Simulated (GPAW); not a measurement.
# Zn in GPAW: convergence with basis set

Input of the first run (basis set lcao:sz(dzp)); the others differ in this setting and in those tied to it:

run.py

```python
from ase.dft.bandgap import bandgap
from ase.io import read, write
from gpaw import GPAW

atoms = read('POSCAR')

calc = GPAW(mode='lcao',
            h=0.16,
            basis='sz(dzp)',
            xc='PBE',
            kpts={'size': (9, 9, 4), 'gamma': True},
            occupations={'name': 'fermi-dirac', 'width': 0.05},
            convergence={'density': 1e-05, 'energy': 1e-05},
            maxiter=100,
            txt='gpaw.txt')
atoms.calc = calc
energy = atoms.get_potential_energy()
forces = atoms.get_forces()
calc.write('gs.gpw')
write('result.traj', atoms)
print(f'Energy: {energy:.6f} eV')
print('Forces (eV/A):')
print(forces.round(4))
print('Fermi level:', round(calc.get_fermi_level(), 4), 'eV')
print(f'Gap: {bandgap(calc)[0]:.4f} eV, direct: {bandgap(calc, direct=True)[0]:.4f} eV')
```

The input POSCAR:

```
Zn
1.0
    2.6700000000      0.0000000000      0.0000000000
   -1.3350000000      2.3122878281      0.0000000000
    0.0000000000      0.0000000000      4.9660000000
Zn
2
Direct
    0.6666666667      0.3333333333      0.7500000000
    0.3333333333      0.6666666667      0.2500000000
```

Potentials or basis: GPAW PAW data sets (gpaw-data 1.2.1), lcao:sz(dzp).

The run is started by

```console
$ OMP_NUM_THREADS=1 python run.py
```

Hardware: 1 thread of Arm Neoverse V1, on a shared host.

| basis set | energy less the tightest run, at zero smearing (meV/atom) | SCF cycles | CPU time (s) | peak memory (GiB) |
| --- | --- | --- | --- | --- |
| lcao:sz(dzp) | 680.04 | 7 | 270 | 0.21 |
| lcao:szp(dzp) | 583.89 | 8 | 440 | 0.23 |
| lcao:dz(dzp) | 272.68 | 8 | 440 | 0.25 |
| lcao:dzp | 239.30 | 8 | 620 | 0.26 |
| fd | -8.73 | 15 | 110 | 0.42 |
| pw | 0.00 | 10 | 18 | 0.15 |

Not settled before the last step: the energy (to 1 meV/atom). The tightest run that finished is the yardstick and may itself not be fully converged.
